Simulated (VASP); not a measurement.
# GaN: relaxation with set parts of the cell free, by free to move

GaN, P1 (no. 1), 8 atoms in the cell. PBE, constrained relaxation; PAW potentials Ga_d, N (PBE set).

| Free to move | Volume (Å³/atom) | Pressure in a fresh run at the final cell (GPa) | Pressure printed at the end of the relaxation (GPa) | Ionic steps, all stages | Electronic steps, all stages | Time (s) |
|---|---|---|---|---|---|---|
| atoms | 11.629 | 2.05 | 2.05 | 11 | 96 | 168 |
| atoms, shape and volume | 11.766 | -0.01 | -0.01 | 14 | 121 | 210 |
| atoms and shape at fixed volume | 11.629 | 2.05 | 2.05 | 13 | 110 | 187 |
| atoms and volume | 11.767 | -0.01 | -0.01 | 11 | 107 | 122 |
| atoms and the z components of the lattice | 11.732 | 0.49 | 0.49 | 10 | 94 | 116 |
| atoms and the x and y components of the lattice | 11.745 | 0.28 | 0.28 | 11 | 100 | 133 |
| atoms and the y and z components of the lattice | 11.744 | 0.30 | 0.30 | 13 | 113 | 135 |

Limits: the start was distorted on purpose (random strain, atoms moved at random), so the space group given is the start's and not the crystal's.

## Input of the first row

INCAR.step1:
```
SYSTEM = GaN
ALGO = Normal
EDIFF = 1E-6
EDIFFG = -0.01
ENCUT = 550
IBRION = 2
ISIF = 2
ISMEAR = 0
KPAR = 8
LASPH = .TRUE.
LCHARG = .FALSE.
LREAL = .FALSE.
LWAVE = .FALSE.
NELM = 100
NSW = 60
POTIM = 0.5
PREC = Accurate
SIGMA = 0.05
```

INCAR.step3, as INCAR.step1 but for:
```
- EDIFFG = -0.01
- IBRION = 2
- NSW = 60
- POTIM = 0.5
+ NSW = 0
```

KPOINTS:
```
k-points
0
Gamma
  4 4 4
```

POSCAR.step1:
```
GaN
1.0
    4.5225770000     -0.0108510000     -0.0046540000
   -0.0108510000      4.5478060000      0.0231550000
   -0.0046540000      0.0231550000      4.5234330000
Ga N
4 4
Direct
    0.0066100000      0.0042560000      0.0009160000
   -0.0102860000      0.5051150000      0.5021040000
    0.4975660000      0.0017920000      0.5012660000
    0.5060830000      0.4961280000      0.0031320000
    0.2455210000      0.2441670000      0.7425890000
    0.2592060000      0.7462440000      0.2445330000
    0.7450560000      0.2432010000      0.2476130000
    0.7502440000      0.7590980000      0.7578470000
```

POSCAR.step3:
```
GaN
1.0
    4.5225770000     -0.0108510000     -0.0046540000
   -0.0108510000      4.5478060000      0.0231550000
   -0.0046540000      0.0231550000      4.5234330000
Ga N
4 4
Direct
    0.9993874647      0.0001961801      0.0004344770
    0.9992082472      0.5001277594      0.5003450451
    0.4992280517      0.0001187505      0.5003680684
    0.4992649633      0.5000650132      0.0002590725
    0.2506887308      0.2499438336      0.7495319261
    0.2507587964      0.7498476346      0.2496642466
    0.7507735338      0.2497585616      0.2496540979
    0.7506902121      0.7499432670      0.7497430665
```

Commands (each step's output is kept before the next begins):
```
cat potpaw_PBE.64/Ga_d/POTCAR potpaw_PBE.64/N/POTCAR > POTCAR
cp INCAR.step1 INCAR
cp POSCAR.step1 POSCAR
mpirun -np 8 vasp_std > vasp.out
cp CONTCAR POSCAR
mpirun -np 8 vasp_std > vasp.out
cp CONTCAR POSCAR
cp INCAR.step3 INCAR
cp POSCAR.step3 POSCAR
mpirun -np 8 vasp_std > vasp.out
```

Changes of the last row against the first:
```
- ISIF = 2
+ ISIF = 3
+ LATTICE_CONSTRAINTS = .FALSE. .TRUE. .TRUE.
```

VASP 6.6.1 took 168 s on 8 cores (Intel Xeon 6975P-C (Granite Rapids)), a shared host.
